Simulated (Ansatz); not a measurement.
Clamped-ion strain scan in C

All numbers below come from DFT LDA, scalar-relativistic, plane waves, PAW (Ansatz). The runs took a 420 eV cutoff, a Γ-centred 16×16×16 mesh and Gaussian smearing (0.03 eV). No spin polarisation. Energies are free energies at this smearing, counted from the undisturbed cell; pressure is positive in compression.

Zero of the scan (relaxed at this level; this form isn't the usual structure):

```
CELL_PARAMETERS angstrom
0.00000 2.11665 3.35975
1.22278 0.00000 3.35975
1.22278 2.11665 0.00000
ATOMIC_POSITIONS crystal
C 0.16671 0.83329 0.16671
C 0.83329 0.16671 0.83329
```

The cell holds layers and no dispersion correction was added, so their binding is poorly described.

The cell is strained by ε times the Voigt pattern (0, 0, 0, 0, 1, 0) (xx, yy, zz, yz, xz, xy; engineering shear) with fractional coordinates fixed.

```tsv
ε	ΔE (meV/atom)	stress summed along the pattern (GPa, tension positive)	pressure (GPa)	gap on the mesh (eV)
-0.0600	0.8	-0.51	-0.1	0.17
-0.0300	0.2	-0.25	0.0	0.20
0.0000	0.0	0.00	0.0	0.21
0.0075	0.0	0.06	0.0	0.21
0.0150	0.1	0.13	0.0	0.21
0.0225	0.1	0.19	0.0	0.20
0.0375	0.3	0.32	0.0	0.19
0.0450	0.5	0.38	-0.1	0.19
0.0525	0.6	0.45	-0.1	0.18
```

By symmetry 0.0600 repeats -0.0600, -0.0450 repeats 0.0450, 0.0300 repeats -0.0300, -0.0150 repeats 0.0150 in energy, with the opposite slope along the path.